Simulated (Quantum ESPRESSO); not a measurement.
WC (Qusongite): phonons with PBEsol

WC (Qusongite):

```xyz
2
Lattice="2.9065 0.0000 0.0000 -1.4532 2.5171 0.0000 0.0000 0.0000 2.8366" Properties=species:S:1:pos:R:3 pbc="T T T"
W     0.0000    0.0000    0.0000
C     1.4533    0.8390    1.4183
```

```
Program             : Quantum ESPRESSO 7.5
Task                : phonons
Functional          : PBEsol
Potentials or basis : GBRV 1.5 PBEsol
Cutoff              : 762 eV
Density cutoff      : 6095 eV
k mesh              : 10 × 10 × 9
Occupations         : cold, width 0.2 eV
Spin                : no spin polarisation
Mixing beta         : 0.5
Most SCF iterations : 120
SCF threshold       : 4e-10 Ry
```

The relaxed volume is 10.31 Å³/atom, the relaxed cell is a = 2.901 Å, b = 2.901 Å, c = 2.830 Å, α = 90.00°, β = 90.00°, γ = 120.00° and the space group after relaxing (to 0.05 Å) is P-6m2 (No. 187). The pressure after relaxing is 0.0 GPa, the band gap on the k mesh is none (metal or under the smearing width) and the highest phonon frequency at Γ is 625 cm⁻¹.

Step by step:
```tsv
step	energy change (eV)	largest force (eV/Å)	pressure (GPa)	volume (Å³)
1	0.0000	0.0000	-2.56	20.75
2	0.0003	0.0000	2.91	20.48
3	-0.0011	0.0000	-0.02	20.62
4	-0.0011	0.0000	0.00	20.62
```

Final structure:
```
W C
1.0
     2.90101    0.00000    0.00000
    -1.45050    2.51235    0.00000
     0.00000    0.00000    2.82970
W C
1 1
Direct
  0.00000 0.00000 0.00000
  0.66667 0.33333 0.50000
```

Levels at points of the mesh, in eV from the Fermi level:
```
            k point  band 5  band 6  band 7  band 8  band 9  band 10  band 11  band 12  band 13  band 14
 (0.00, 0.00, 0.00)  -14.44   -4.32   -3.32   -3.32    0.16     3.30     3.30     5.72     5.72     6.49
(0.00, -0.50, 0.00)  -11.04   -7.03   -3.60   -3.57   -0.40     2.40     4.62     4.98     6.95     9.76
```

Phonon frequencies in cm⁻¹ (negative: imaginary):
```tsv
q point	frequencies
(0.000, 0.000, 0.000)	-4 -4 -4 595 625 625
```

Optical modes at Γ, degenerate ones joined:
```tsv
cm⁻¹	components	symmetry	active in
595	1	A''2	IR
625	2	E'	IR and Raman
```

Run time: 3.8 min on 4 MPI ranks on Intel(R) Xeon(R) Processor @ 2.50GHz (Skylake/Cascade Lake), with other jobs on the host, peak memory 0.44 GiB a rank.

Caveat: the mesh is thin for the phonons of a metal. Spin-orbit coupling is left out, which matters for the levels of W.
